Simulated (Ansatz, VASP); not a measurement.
# Te (linear Te chain) in two plane-wave programs

Aim: how closely do two programs agree when they are given the same cell, functional and k mesh? The structure shown is the end of the Ansatz relaxation below. Other levels of theory on this material are compared in a session of their own.

Main program and level: Ansatz 0.2.0; plane waves, with VASP 6.6.1 beside it; single point at r2SCAN.

### Step 1. Starting point

The cell holds 1 atom: 1 Te. Cell: a = 7.500 Å, b = 7.500 Å, c = 2.739 Å, α = 90.0°, β = 90.0°, γ = 90.0°. Vacuum lies along a and b. The structure's axis is c.

### Step 2. Ansatz: relaxation, r2SCAN

Ansatz runs on its default PAW (the set named soft_2) files.

This run makes the geometry at which the two programs are then compared.

Input file input.yaml:

```yaml
crystal:
  lattice:
    - [7.5, 0.0, 0.0]
    - [0.0, 7.5, 0.0]
    - [0.0, 0.0, 2.5668]
  atoms:
    - { symbol: Te, position: [0.5, 0.5, 0.0], spin: 0.3 }
magnetization:
  spin_polarized: true
kpoints:
  mp_grid: { grid: [1, 1, 32] }
scf:
  occupations: { method: fermi_dirac, width: 0.05 }
hamiltonian:
  xc: r2scan
relax:
  cell: { fix: [a, b, alpha, beta, gamma] }
  max_steps: 60
```

Run with:

```sh
> ansatz run input.yaml --threads 4 --pin off --max-ram 8192MiB --backend cpu --events-out ev --progress --plain --runs-dir out
```

Numbers of over 12 decimals in the logs are rounded to 6 here.

Output:

```text
Engine: ansatz 0.2.0, aarch64-unknown-linux-gnu
Pseudopotentials: kind: paw
Pseudopotential: Te, paw, valence charge 16, recommended cutoff 500 eV (meta_gga), Te.paw.azcp
Functional definition: r2SCAN
  parameter k0 = 0.174
  parameter k1 = 0.065
  parameter a1 = 4.9479
  exchange = r2scan_x(k0 = k0, k1 = k1, a1 = a1)
  correlation = r2scan_c
Crystal: 1 atoms, lattice volume = 144.383 Å³
Basis set: ecut = 500 eV, 3697 PW (Γ), exchange–correlation on 240×240×80 points (64 copies of the dense FFT grid, shifted against one another)
Bands: 13, of which v1, the nominal top of the filled ones, is band 8 counted from 1 (7 counted from 0)
Symmetry: 16 space group operations
Space group: P4/mmm (ITA 123), of the structure as read, at distance tolerance 5.2e-5 Å
Magnetic group: BNS 123.339 (UNI 999), of the structure as read, at distance tolerance 5.2e-5 Å
k-points: 17 of 32
Non-local potential: Te, projectors of the file, l = 0: 2, l = 1: 2, l = 2: 2, l = 3: 2
PAW form: soft (Blöchl's): semilocal exchange-correlation on the pseudo side does not see the compensation charge
PAW frozen core: Te, regenerated for the run's functional (the file was generated under x = pbe(κ = 0.804, μ = 0.219515), c = pbe(β = 0.066725))
PAW one-centre angular grid: Te, 590 points (default); XC on 160 Gauss nodes
Initial density: superposition of atomic densities (neutral atoms: chi_scale 0, normalization atom)
Starting moments: Σ|m| = 0.3 μB on 1 of 1 site
Initial wavefunctions: pseudopotential atomic-orbital guess
Functional: x = r2scan, c = r2scan; τ floored in thin density (d = 2e-4 eV/Å³)
iter 1 solved again at ethr=1.19e-4 eV; its pass at ethr=3.10e-3 eV (dr2=1.90e-2 eV) is discarded
SCF iter   1: F=—  HF=-6993.862427 eV  |F-HF|=—  |Δ(HF+E_count)|=         —  Δρ=7.08e-3 (↑7.08e-3 ↓6.51e-3)  dr2=2.08e-2  dr2_τ=9.66e-4  dr2_m=5.75e-2  M=0.047 μB ∫|m|=0.047 μB  β_m=0.30  ethr=1.19e-4  ⟨swp⟩=1.4  Hψ=3805  notcnv=0
preconditioner: auto → Resta (q_TF=auto, 1.891 Å⁻¹)  ε∞=1.5  [insulator: Δε(μ)=0.308 eV  Ē_g=9.873 eV  σ=0.050 eV  W_gap=0.60  n_scr=20 (ndim 8)  ℏωp=6.8 eV  f_vac=0.657  D(μ)=0.85/eV (n_scr^D=4)  ε∞_Penn≈1.5  vacuum switching on, ρ_ref=7.1e-3 e/Å³]
spin=Collinear: Resta preconditioning applied to the charge; magnetization (m = ρ↑ − ρ↓) channel mixes plain (no charge-response kernel on spin).
SCF iter   2: F=—  HF=-6993.871740 eV  |F-HF|=—  |Δ(HF+E_count)|=   9.31e-3  Δρ=5.00e-3 (↑5.00e-3 ↓4.60e-3)  dr2=1.00e-2  dr2_τ=5.37e-5  dr2_m=2.85e-2  M=0.043 μB ∫|m|=0.043 μB  β_m=0.30  ethr=1.19e-4  ⟨swp⟩=3.4  Hψ=740  notcnv=0  κ⁻¹=1.0e0(r=1)
SCF iter   3: F=—  HF=-6993.881452 eV  |F-HF|=—  |Δ(HF+E_count)|=   9.71e-3  Δρ=3.31e-3 (↑3.28e-3 ↓3.31e-3)  dr2=3.74e-4  dr2_τ=1.59e-5  dr2_m=1.43e-2  M=0.039 μB ∫|m|=0.039 μB  β_m=0.30  ethr=6.26e-5  ⟨swp⟩=2.3  Hψ=737  notcnv=0  κ⁻¹=1.7e-3(r=2)
SCF iter   4: F=—  HF=-6993.883658 eV  |F-HF|=—  |Δ(HF+E_count)|=   2.21e-3  Δρ=2.35e-3 (↑2.31e-3 ↓2.35e-3)  dr2=6.37e-5  dr2_τ=5.97e-6  dr2_m=7.18e-3  M=0.034 μB ∫|m|=0.034 μB  β_m=0.30  ethr=2.34e-6  ⟨swp⟩=2.3  Hψ=762  notcnv=0  κ⁻¹=8.5e-4(r=3)
SCF iter   5: F=—  HF=-6993.884765 eV  |F-HF|=—  |Δ(HF+E_count)|=   1.11e-3  Δρ=1.67e-3 (↑1.64e-3 ↓1.67e-3)  dr2=4.90e-6  dr2_τ=2.87e-6  dr2_m=3.63e-3  M=0.029 μB ∫|m|=0.029 μB  β_m=0.30  ethr=3.98e-7  ⟨swp⟩=2.0  Hψ=724  notcnv=0  κ⁻¹=7.6e-5(r=4)
SCF iter   6: F=—  HF=-6993.885320 eV  |F-HF|=—  |Δ(HF+E_count)|=   5.56e-4  Δρ=1.18e-3 (↑1.18e-3 ↓1.18e-3)  dr2=4.51e-7  dr2_τ=1.46e-6  dr2_m=1.84e-3  M=0.025 μB ∫|m|=0.025 μB  β_m=0.30  ethr=3.06e-8  ⟨swp⟩=2.4  Hψ=816  notcnv=0  κ⁻¹=2.6e-6(r=5)
SCF iter   7: F=—  HF=-6993.885621 eV  |F-HF|=—  |Δ(HF+E_count)|=   3.01e-4  Δρ=8.46e-4 (↑8.46e-4 ↓8.43e-4)  dr2=2.57e-7  dr2_τ=7.46e-7  dr2_m=9.44e-4  M=0.022 μB ∫|m|=0.022 μB  β_m=0.46  ethr=6.25e-10  ⟨swp⟩=5.8  Hψ=1509  notcnv=0
Mixer restart at iter 7: flushing history
spin-set hold released at iteration 7 (site moments contracting): the magnetisation degrees of freedom join the quasi-Newton model from the next iteration; the mixer history was flushed
SCF iter   8: F=—  HF=-6993.885828 eV  |F-HF|=—  |Δ(HF+E_count)|=   2.07e-4  Δρ=4.87e-4 (↑4.87e-4 ↓4.85e-4)  dr2=2.86e-8  dr2_τ=3.43e-7  dr2_m=3.13e-4  M=0.017 μB ∫|m|=0.017 μB  β_m=0.66  ethr=6.25e-10  ⟨swp⟩=3.0  Hψ=1916  notcnv=0  κ⁻¹=1.0e0(r=1)
[...]
Crystal: 1 atoms, lattice volume = 154.070 Å³
[...]
eigensolver tolerance schedule calibrated: the retry pair's looser diagonalisation under-reported the residual by θ = 0.49 (0.12/decade); ethr = c·dr2/N_el runs at the constant in force after the calibration composes with the one it found (an armed cap, an earlier calibration), c = 7.4e-2
preconditioner: auto → none  [insulator: Δε(μ)=0.315 eV  Ē_g=10.156 eV  σ=0.050 eV  W_gap=0.74  n_scr=12 (ndim 8)  ℏωp=6.8 eV  f_vac=0.669  D(μ)=0.98/eV (n_scr^D=4)  ε∞_Penn≈1.5]
[...]
SCF iter   1: F=—  HF=-6994.068078 eV  |F-HF|=—  |Δ(HF+E_count)|=         —  Δρ=3.40e-5 (↑3.40e-5 ↓3.40e-5)  dr2=3.18e-7  dr2_τ=3.43e-7  dr2_m=8.27e-12  M=-0.000 μB ∫|m|=0.000 μB  β_m=0.30  ethr=5.49e-7  ⟨swp⟩=3.0  Hψ=4228  notcnv=0
preconditioner: auto → none  [insulator: Δε(μ)=0.316 eV  Ē_g=10.217 eV  σ=0.050 eV  W_gap=0.74  n_scr=12 (ndim 8)  ℏωp=6.8 eV  f_vac=0.669  D(μ)=0.98/eV (n_scr^D=4)  ε∞_Penn≈1.4]
SCF iter   2: F=—  HF=-6994.068253 eV  |F-HF|=—  |Δ(HF+E_count)|=   1.76e-4  Δρ=2.37e-5 (↑2.37e-5 ↓2.37e-5)  dr2=1.89e-7  dr2_τ=7.39e-7  dr2_m=4.51e-12  M=-0.000 μB ∫|m|=0.000 μB  β_m=0.65  ethr=1.98e-9  ⟨swp⟩=3.0  Hψ=992  notcnv=0  κ⁻¹=1.0e0(r=1)
SCF iter   3: F=—  HF=-6994.068484 eV  |F-HF|=—  |Δ(HF+E_count)|=   2.31e-4  Δρ=1.74e-5 (↑1.74e-5 ↓1.74e-5)  dr2=8.45e-8  dr2_τ=2.89e-7  dr2_m=1.04e-12  M=-0.000 μB ∫|m|=0.000 μB  β_m=0.58  ethr=1.18e-9  ⟨swp⟩=2.2  Hψ=728  notcnv=0  κ⁻¹=1.2e-1(r=2)
SCF iter   4: F=—  HF=-6994.068851 eV  |F-HF|=—  |Δ(HF+E_count)|=   3.67e-4  Δρ=4.81e-6 (↑4.81e-6 ↓4.81e-6)  dr2=1.58e-8  dr2_τ=9.35e-9  dr2_m=3.64e-13  M=-0.000 μB ∫|m|=0.000 μB  β_m=0.64  ethr=5.28e-10  ⟨swp⟩=3.0  Hψ=968  notcnv=0  κ⁻¹=1.5e-2(r=3)
SCF iter   5: F=—  HF=-6994.068912 eV  |F-HF|=—  |Δ(HF+E_count)|=   6.11e-5  Δρ=2.31e-6 (↑2.31e-6 ↓2.31e-6)  dr2=1.11e-8  dr2_τ=1.76e-9  dr2_m=1.17e-13  M=-0.000 μB ∫|m|=0.000 μB  β_m=0.30  ethr=9.87e-11  ⟨swp⟩=3.8  Hψ=986  notcnv=0  κ⁻¹=1.6e-3(r=4)
SCF iter   6: F=—  HF=-6994.068923 eV  |F-HF|=—  |Δ(HF+E_count)|=   1.15e-5  Δρ=3.03e-7 (↑2.91e-7 ↓3.03e-7)  dr2=7.06e-10  dr2_τ=9.94e-12  dr2_m=1.72e-13  M=-0.000 μB ∫|m|=0.000 μB  β_m=1.18  ethr=6.91e-11  ⟨swp⟩=3.1  Hψ=814  notcnv=0  κ⁻¹=6.2e-4(r=5)
SCF iter   7: F=—  HF=-6994.068923 eV  |F-HF|=—  |Δ(HF+E_count)|=   2.66e-8  Δρ=1.82e-7 (↑1.81e-7 ↓1.82e-7)  dr2=2.55e-10  dr2_τ=2.06e-12  dr2_m=6.20e-15  M=-0.000 μB ∫|m|=0.000 μB  β_m=0.37  ethr=4.41e-12  ⟨swp⟩=2.0  Hψ=550  notcnv=0  κ⁻¹=9.2e-5(r=6)
SCF iter   8: F=—  HF=-6994.068923 eV  |F-HF|=—  |Δ(HF+E_count)|=   9.59e-9  Δρ=5.51e-8 (↑4.69e-8 ↓5.51e-8)  dr2=4.61e-11  dr2_τ=2.75e-13  dr2_m=1.43e-13  M=-0.000 μB ∫|m|=0.000 μB  β_m=0.38  ethr=1.59e-12  ⟨swp⟩=2.9  Hψ=733  notcnv=0  κ⁻¹=1.6e-6(r=7)
SCF iter   9: F=-6994.068923 eV  HF=-6994.068923 eV  |F-HF|=2.66e-10  |Δ(HF+E_count)|=   1.78e-9  Δρ=2.77e-8 (↑2.48e-8 ↓2.77e-8)  dr2=3.61e-12  dr2_τ=3.57e-14  dr2_m=3.84e-14  M=-0.000 μB ∫|m|=0.000 μB  ethr=1.00e-12  ⟨swp⟩=4.1  Hψ=1767  notcnv=0
the starting moments were not kept: the SCF closed with an absolute magnetisation of 9.1e-8 μB, where they sum to 0.3 μB in size (1 site). That is at most 0.1 of that sum. Measured as dr2_m measures the in/out step, that magnetisation stands 1.1e-15 eV from none, at or under the dr2_threshold of 1.0e-11 eV: it is no larger than a step whose dr2_m would equal this threshold.
SCF 5 converged in 9 iterations: F = -6994.068923 eV  dr2 = 3.61e-12
relax step   5: F+E_penalty+E_count = -6994.06892344 eV  Δ(F+E_penalty+E_count) = -3.929e-4 eV  max|allowed force component| = 0.000e0 eV/Å  Δτ_max = 0.0000 Å  P = +0.092 GPa  Ω = 154.070 Å³  fix = [a, b, alpha, beta, gamma]  reactions: a +0.140, b +0.140 GPa  stress off target by 5.65e-3 GPa on what of the cell is left free  SCF on the basis re-selected at this cell (its energy is not comparable with the rows above)  (9 SCF iters)
basis re-selected at this cell: Δ(F+E_penalty+E_count) = -3.929e-4 eV, ΔP = +0.001 GPa vs the last step (what re-selecting the basis moved, of the pressure what is left beyond the Pulay correction that the steps carried, after the strain that the cell walked since its last selection, with what the two solves' SCF thresholds leave and, on support functions, any second-order correction that the steps lacked; it is no measure of the basis error at this ecutwfc). This SCF's stress stands 5.65e-3 GPa from its target on what of the cell is left free (relax.cell.stress_tol is 5.00e-2 GPa) and its largest allowed force component is 0.00e0 eV/Å (relax.f_tol is 1.00e-2 eV/Å): [rest of the remark cut]
SCF converged after 9 iterations
Stability not checked: this state was not tested for a lower state beside it, because the mixer in use, unlike msr1, does not test its closes by its own steps (another_mixer; see scf.mixing.algorithm and scf.lower_state_search)
Magnetization: -0.0000 μB (8.0000 up, 8.0000 down)
Absolute magnetization: 0.0000 μB (∫|ρ↑−ρ↓|, with the PAW one-centre terms)
Spin contamination: 0.0000 ħ² per cell (⟨S²⟩ above its minimum at these occupations)
Per-site moments (μB) at R_I (Å): [(-4.950523978283325e-8, 1.129844)]
Free energy (F): -6994.068923 eV
Harris-Foulkes:  -6994.068923 eV  (|F-HF|=2.66e-10)
Internal energy: -6994.061291 eV  (E = F + TS)
E sigma→0 (E₀):  -6994.065107 eV
Entropy (-TS):   -0.007633 eV (-7.633 meV/atom)
Fermi energy:    -2.342224 eV
--- Per-component energies (eV) ---
  E_band       = -444.576660
  E_kinetic    = 179.046154
  E_local      = -3178.559201  (includes V_loc(G=0)·N_el)
  E_nonlocal   = -310.395988
  E_hartree    = 1679.858302
  E_xc         = -113.758271
  E_vxc        = -110.473296  (∫ρ·V_xc dr)
  E_paw        = -4686.410084  (= ΣΔE_a)
  E_vpaw       = -391.354713  (= ΣTr[D̂ρ^β])
  E_aug_tail   = -0.000040  (compensation charges beyond the density's cutoff)
  E_vtau       = 7.443716  (kinetic-family band-sum trace: ∫τ·v_τ [+ j·A + Jᵃ·Aᵃ] dr)
  E_ewald      = -564.127019
  E_core_change = 0.284855  (= ΣΔE_core)
  E_smearing   = -0.007633  (= −TS)
  E_closure    = -0.000000  (closes the sum)
  Σ components = -6994.068923   (vs F -6994.068923, Δ=0.00e0)
--- Forces (eV/Å), atoms counted from 1 ---
  atom   1  Te    -0.00000000    -0.00000000     0.00000000
  max |Σ_I F_I| component: 2.27e-28 eV/Å
--- Stress (GPa, compression-positive) ---
        0.140358       0.000000       0.000000
        0.000000       0.140358       0.000000
        0.000000       0.000000      -0.005645
  P = ⅓ Tr σ = 0.0917 GPa (0.917 kbar)
--- Relaxed structure (4 steps of the walk, 4 accepted, 1 SCFs on fresh bases) ---
  F+E_penalty+E_count = -6994.06892344 eV   max|allowed force component| = 0.000e0 eV/Å   (the final SCF, on the basis selected at the relaxed cell)
  cell:  # Å, volume = 154.0696 Å³
    - [7.5, 0.0, 0.0]
    - [0.0, 7.5, 0.0]
    - [0.0, 0.0, 2.739015]
  atoms:
    - { symbol: Te, position: [0.500000, 0.500000, 0.0] }
```

Reading the cycles: dr2 is the Hartree energy of the density residual (eV), the measure of convergence; HF is the Harris–Foulkes estimate of the energy, which meets the free energy F at convergence.

(Part 1 of 2 ends here.)

[Lines on the potential files, build, host, timing and source positions are cut from VASP's logs without a mark.]

[Logs are printed without paths, hosts, clocks, repeated set-up lines and the standing remarks that a program may print on its own settings, such as how far it seeks lower states.]

[Hosts, paths, dates, database ids (printed as entryN), source tags and the programs' standing remarks are cut or masked in the printed files.]
